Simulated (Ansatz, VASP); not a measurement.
# One calculation of AlGa3N4, two programs

File INCAR:

```
PREC = Accurate
ENCUT = 520
EDIFF = 1E-7
ISMEAR = 0
SIGMA = 0.01
LREAL = F
LASPH = T
NELM = 100
ALGO = Normal
ISIF = 2
LWAVE = F
LCHARG = F
GGA = PS
NBANDS = 41
```

KPOINTS

```
regular mesh
0
Gamma
  4 4 4
```

File POSCAR:

```
AlGa3N4
1.0
    4.4716853600      0.0000000000      0.0000000000
    0.0000000000      4.4716853600      0.0000000000
    0.0000000000      0.0000000000      4.4716853600
Al Ga N
1 3 4
Direct
    0.0000000000      0.0000000000      0.0000000000
    0.5000000000      0.5000000000      0.0000000000
    0.5000000000      0.0000000000      0.5000000000
    0.0000000000      0.5000000000      0.5000000000
    0.7557144204      0.7557144204      0.2442855796
    0.7557144204      0.2442855796      0.7557144204
    0.2442855796      0.7557144204      0.7557144204
    0.2442855796      0.2442855796      0.2442855796
```

Input for Ansatz:

```yaml
crystal:
  lattice:
    - [4.47168536, 0.0, 0.0]
    - [0.0, 4.47168536, 0.0]
    - [0.0, 0.0, 4.47168536]
  atoms:
    - { symbol: Al, position: [0.0, 0.0, 0.0] }
    - { symbol: Ga, position: [0.5, 0.5, 0.0] }
    - { symbol: Ga, position: [0.5, 0.0, 0.5] }
    - { symbol: Ga, position: [0.0, 0.5, 0.5] }
    - { symbol: "N", position: [0.7557144203902575, 0.7557144203902575, 0.24428557960974248] }
    - { symbol: "N", position: [0.7557144203902575, 0.24428557960974248, 0.7557144203902575] }
    - { symbol: "N", position: [0.24428557960974248, 0.7557144203902575, 0.7557144203902575] }
    - { symbol: "N", position: [0.24428557960974248, 0.24428557960974248, 0.24428557960974248] }
basis:
  ecutwfc: 550.0
kpoints:
  mp_grid:
    grid: [4, 4, 4]
hamiltonian:
  xc: pbesol
scf:
  occupations:
    method: fixed
  n_extra_bands: 12
output:
  eigenvalues: true
```

The cell comes from a database or a generator and needn't be the stable form of this composition.

Alike in both runs: task single point; functional PBEsol; k mesh 4 × 4 × 4; no spin polarisation.

|  | VASP | Ansatz |
| --- | --- | --- |
| version | VASP 6.6.1 | Ansatz 0.2.0 |
| potentials or method | VASP PAW PBE potentials, release 64 (Al, Ga_d, N) | plane waves, PAW |
| plane-wave cutoff (eV) | 520 | 550 |
| occupations | gaussian, width 0.01 eV | fixed |
| valence electrons in the cell | 62 | 62 |

Ansatz gave:

```
gap on the k mesh at the Fermi level (eV) : 2.28
```

Task: Which values does VASP return?

Result: gap on the k mesh at the Fermi level (eV): 2.29.
